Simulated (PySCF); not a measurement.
**Computed NMR parameters against published values**

Numbering as in the mapped SMILES `[CH3:1][CH2:2][CH2:3][NH2:4]` (H(Xn): hydrogen on atom n).

How the numbers were obtained: coordinates at the PBE0-D3(BJ)/def2-SVP level, GIAO HF/pcSseg-2 shieldings, in PySCF 2.14.0 with density-fitted response routines (rapidly exchanging positions averaged, a single conformation, no relativistic terms, no solvent model).

Reference values: measured (solution, not stated per compound (mostly CDCl3 or CCl4); Pretsch, Buehlmann, Badertscher, Structure Determination of Organic Compounds, 4th ed. (2009)).
| atoms | quantity | reference | computed |
| --- | --- | --- | --- |
| C3 | δ 13C | 44.6 | 45.3 |
| C2 | δ 13C | 27.4 | 28.7 |
| C1 | δ 13C | 11.5 | 14.6 |
| H(C3) | δ 1H | 2.65 | 2.30 |
| H(C2) | δ 1H | 1.46 | 1.31 |
| H(C1) | δ 1H | 0.91 | 0.93 |

Computed shifts are σ(ref) − σ with the named reference compound (TMS for H and C) calculated as an isolated molecule at the same level.

Question: How far are the unscaled 13C shifts from the references?

Answer: Mean signed difference +1.70 ppm, mean absolute 1.70 ppm over 3 comparisons; the largest is +3.1 ppm at C1 (methyl carbon).

Question: How far are the unscaled 1H shifts from the references?

Answer: Mean signed difference -0.16 ppm, mean absolute 0.17 ppm over 3 comparisons; the largest is -0.35 ppm at H(C3) (hydrogen on an sp3 CH2 bonded to N).
